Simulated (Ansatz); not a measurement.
ZnO in the NiAs-type structure was relaxed with 5 functionals in Ansatz, cell and atoms free, the symmetry of the start kept (meshes: PBE 12×12×6, r2SCAN 12×12×4, PBEsol 12×12×4, LDA 12×12×4, HSE06 6×6×4). No spin polarisation and no zero-point or thermal motion; the cell was built from a prototype and may be hypothetical.

The PBEsol result:
```cif
data_structure
_symmetry_space_group_name_H-M 'P6_3/mmc'
_symmetry_Int_Tables_number 194
_cell_length_a 2.9776
_cell_length_b 2.9776
_cell_length_c 5.1192
_cell_angle_alpha 90.000
_cell_angle_beta 90.000
_cell_angle_gamma 120.000
_cell_volume 39.31
loop_
_atom_site_label
_atom_site_type_symbol
_atom_site_symmetry_multiplicity
_atom_site_Wyckoff_symbol
_atom_site_fract_x
_atom_site_fract_y
_atom_site_fract_z
_atom_site_occupancy
Zn1 Zn 2 a 0.00000 0.00000 0.00000 1
O1 O 2 c 0.33333 0.66667 0.25000 1
```

It is hexagonal, P6_3/mmc (No. 194); conventional cell a = 2.978 Å, c = 5.119 Å, 9.83 Å³ an atom. Zn is surrounded by 6 O at 2.14 Å; O is surrounded by 6 Zn at 2.14 Å.

Q: What lattice does LDA give?

A: a = 2.943 Å, c = 5.052 Å; the volume differs by -3.6 % from PBEsol's. Around Zn lie 6 O at 2.12 Å; around O lie 6 Zn at 2.12 Å.

Q: How does the cell change with PBE?

A: a = 3.025 Å, c = 5.192 Å; the volume differs by +4.7 % from PBEsol's. Zn is surrounded by 6 O at 2.18 Å; O is surrounded by 6 Zn at 2.18 Å.

Q: Held at the r2SCAN cell, what mean stress do LDA and PBE find, and does its sign point to their own minimum?

A: Yes. LDA -7.05 GPa, and its relaxed volume is -3.7 % from r2SCAN's; PBE +7.99 GPa, and its relaxed volume is +4.6 % from r2SCAN's. Compression counts positive, so a positive stress asks for a larger cell.
